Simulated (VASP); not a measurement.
# NiSi₂: convergence, density of states

NiSi₂, Fm-3m (no. 225), 3 atoms in the cell. PBEsol, DFT+U; PAW potentials Ni, Si (PBE set). VASP 6.6.1.

Wanted: density of states by 0.5 eV bins within 8 %; centre of the states within 12 eV below the valence top within 0.03 eV; states at the Fermi level within 8 %.

What the run is for: density of states; Accuracy asked: standard; k mesh of the density: 10 × 10 × 10.

POSCAR:
```
Si2Ni
1.0
    0.0000000000      2.7030000000      2.7030000000
    2.7030000000      0.0000000000      2.7030000000
    2.7030000000      2.7030000000      0.0000000000
Ni Si
1 2
Direct
    0.0000000000      0.0000000000      0.0000000000
    0.7500000000      0.7500000000      0.7500000000
    0.2500000000      0.2500000000      0.2500000000
```

The series start from Plane-wave cutoff (eV): 310; k-point mesh: 12 × 12 × 12; Energy points (NEDOS): 2001; Occupations for the DOS: ISMEAR=-5; Electronic threshold (eV): 1e-6; Precision mode (PREC): Accurate. Each series keeps the choices made before it, and each single choice may use up half of a tolerance. Times cover all steps of a run.

## Plane-wave cutoff (eV)

| Plane-wave cutoff (eV) | Density of states by 0.5 eV bins, largest deviation against the largest value | Centre of the states within 12 eV below the valence top (eV) | States at the Fermi level (states/eV/atom) | Time (s) |
|---|---|---|---|---|
| 220 | 11 % | -5.021 | 0.2847 | 17 |
| 270 | 4.3 % | -5.010 | 0.287 | 20 |
| 310 | 7.2 % | -5.005 | 0.2877 | 32 |
| 350 | 3.6 % | -5.008 | 0.2875 | 36 |
| 430 | 0.31 % | -5.011 | 0.2874 | 58 |
| 540 (reference) | 0 % | -5.006 | 0.2897 | 61 |

Chosen: 350, the loosest value from which every tighter one stays within half of the tolerance.

## k-point mesh

| k-point mesh | Density of states by 0.5 eV bins, largest deviation against the largest value | Centre of the states within 12 eV below the valence top (eV) | States at the Fermi level (states/eV/atom) | Time (s) |
|---|---|---|---|---|
| 5 × 5 × 5 | 30 % | -5.046 | 0.2745 | 19 |
| 6 × 6 × 6 | 42 % | -5.056 | 0.2622 | 20 |
| 8 × 8 × 8 | 24 % | -5.023 | 0.2547 | 22 |
| 10 × 10 × 10 | 9.9 % | -5.006 | 0.2841 | 24 |
| 12 × 12 × 12 | 8.8 % | -5.008 | 0.2875 | 36 |
| 14 × 14 × 14 | 4.9 % | -4.999 | 0.2791 | 36 |
| 17 × 17 × 17 | 2.4 % | -4.990 | 0.2881 | 49 |
| 21 × 21 × 21 | 1 % | -4.988 | 0.2859 | 80 |
| 26 × 26 × 26 (reference) | 0 % | -4.988 | 0.2897 | 105 |

Chosen: 17 × 17 × 17.

## Energy points (NEDOS)

| Energy points (NEDOS) | Density of states by 0.5 eV bins, largest deviation against the largest value | Centre of the states within 12 eV below the valence top (eV) | States at the Fermi level (states/eV/atom) | Time (s) |
|---|---|---|---|---|
| 301 | 24 % | -4.952 | 0.2874 | 50 |
| 501 | 16 % | -4.979 | 0.2851 | 46 |
| 1001 | 4.7 % | -4.987 | 0.2871 | 44 |
| 2001 | 0.93 % | -4.990 | 0.2881 | 49 |
| 4001 (reference) | 0 % | -4.993 | 0.2876 | 50 |

Chosen: 2001.

## Occupations for the DOS

| Occupations for the DOS | Density of states by 0.5 eV bins, largest deviation against the largest value | Centre of the states within 12 eV below the valence top (eV) | States at the Fermi level (states/eV/atom) | Time (s) |
|---|---|---|---|---|
| ISMEAR=-5 | 0 % | -4.990 | 0.2881 | 49 |
| ISMEAR=-4 | 0 % | -4.990 | 0.2881 | 51 |
| ISMEAR=0 SIGMA=0.05 | 8.1 % | -4.971 | 0.2423 | 45 |
| ISMEAR=0 SIGMA=0.1 | 6.4 % | -4.971 | 0.2701 | 42 |
| ISMEAR=-15 SIGMA=0.025 | 0.13 % | -4.995 | 0.2861 | 50 |
| ISMEAR=1 SIGMA=0.1 | 8.8 % | -4.969 | 0.2467 | 53 |

Chosen: ISMEAR=-5; no other choice that stays within half of the tolerance saves 30 % of the time.

## Electronic threshold (eV)

| Electronic threshold (eV) | Density of states by 0.5 eV bins, largest deviation against the largest value | Centre of the states within 12 eV below the valence top (eV) | States at the Fermi level (states/eV/atom) | Time (s) |
|---|---|---|---|---|
| 0.001 | 1.1 % | -4.994 | 0.2864 | 36 |
| 0.0001 | 0.74 % | -4.996 | 0.2864 | 36 |
| 1e-5 | 0.065 % | -4.990 | 0.288 | 40 |
| 1e-6 (reference) | 0 % | -4.990 | 0.2881 | 49 |

Chosen: 0.001.

## Precision mode (PREC)

| Precision mode (PREC) | Density of states by 0.5 eV bins, largest deviation against the largest value | Centre of the states within 12 eV below the valence top (eV) | States at the Fermi level (states/eV/atom) | Time (s) |
|---|---|---|---|---|
| Normal | 0.012 % | -4.994 | 0.2864 | 22 |
| Accurate (reference) | 0 % | -4.994 | 0.2864 | 36 |

Chosen: Normal.

## All choices together

| Input | Density of states by 0.5 eV bins, largest deviation against the largest value | Centre of the states within 12 eV below the valence top (eV) | States at the Fermi level (states/eV/atom) | Time (s) |
|---|---|---|---|---|
| defaults for smearing, thresholds and mesh (naive) | 21 % | -5.011 | 0.4711 | 18 |
| chosen settings | 2.3 % | -4.994 | 0.2864 | 22 |
| reference settings throughout | 0 % | -4.990 | 0.2901 | 220 |

The tolerance is met.

## The input

INCAR.step1:
```
SYSTEM = Si2Ni
  GGA = PS
  ISPIN = 2
  MAGMOM = 1 0 0
  LORBIT = 11
  LDAU = .True.
  LDAUTYPE = 2
  LDAUL = 2 -1
  LDAUU = 5 0
  LDAUJ = 0 0
  ISMEAR = 1
  SIGMA = 0.1
  LWAVE = .False.
  LCHARG = .True.
  NBANDS = 33
  PREC = Normal
  LASPH = .True.
  LREAL = .False.
  ALGO = Normal
  EDIFF = 0.001
  NELM = 200
  GGA_COMPAT = .False.
  ENCUT = 350
  LMAXMIX = 4
  KPAR = 2
```

INCAR.step2, as INCAR.step1 but for:
```
- ISMEAR = 1
- SIGMA = 0.1
- LCHARG = .True.
+ ISMEAR = -5
+ LCHARG = .False.
+ NEDOS = 2001
+ EMIN = -6.9716
+ EMAX = 18.0284
+ ICHARG = 11
```

KPOINTS.step1:
```
k-points
0
Gamma
  10 10 10
```

KPOINTS.step2:
```
Automatic mesh
0
Gamma
  17 17 17
  0 0 0
```

Commands (each step's output is kept before the next begins):
```
cat potpaw_PBE.64/Ni/POTCAR potpaw_PBE.64/Si/POTCAR > POTCAR
cp INCAR.step1 INCAR
cp KPOINTS.step1 KPOINTS
mpirun -np 2 vasp_std > vasp.out
cp INCAR.step2 INCAR
cp KPOINTS.step2 KPOINTS
mpirun -np 2 vasp_std > vasp.out
```

Limits: The window of 12 eV cuts through a band, so the centre of the states depends on that edge.

The chosen input took VASP 6.6.1 22 s on 2 cores (AMD EPYC 9R45 (Zen 5)), a shared host.

## An input that fails: broadening that wipes out the structure

It runs to its end, but against the unchanged starting input it is off by 24 % in the density of states by 0.5 eV bins, 0.050 eV in the centre of the states within 12 eV below the valence top, 3.1 % in the states at the Fermi level.

Changes against the starting input:
```
(step 2)
- ISMEAR = -5
- NELM = 200
+ ISMEAR = 0
+ NELM = 87
+ SIGMA = 0.5
```
